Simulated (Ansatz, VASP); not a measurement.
## SnSe in VASP and in Ansatz

```xyz
2
Lattice="0.0000 3.0100 3.0100 3.0100 0.0000 3.0100 3.0100 3.0100 0.0000" Properties=species:S:1:pos:R:3 pbc="T T T"
Sn    0.0000    0.0000    0.0000
Se    3.0100    3.0100    3.0100
```

Measurements of this composition are mostly on another form, of space group No. 62.

Alike in both runs: task single point; functional LDA; k mesh 8 × 8 × 8; occupations gaussian, width 0.05 eV; no spin polarisation.

|  | VASP | Ansatz |
| --- | --- | --- |
| version | VASP 6.6.1 | Ansatz 0.2.0 |
| potentials or method | VASP PAW LDA potentials, release 64 (Sn_d, Se) | scalar-relativistic, plane waves, PAW |
| plane-wave cutoff (eV) | 520 | 420 |
| valence electrons in the cell | 20 | 30 |

Ansatz gave:

- gap on the k mesh at the Fermi level (eV): 0.61
- least direct gap on the mesh (eV): 0.61
- pressure (GPa): -3.4

Task: What did VASP give for the same quantities?

Result: gap on the k mesh at the Fermi level (eV): 0.63; least direct gap on the mesh (eV): 0.63; pressure (GPa): -3.3.

The two sets of potentials don't hold the same shells in valence.

Caveats: spin-orbit coupling is left out, which moves the levels of the heavy elements. A k mesh can miss the band edges.
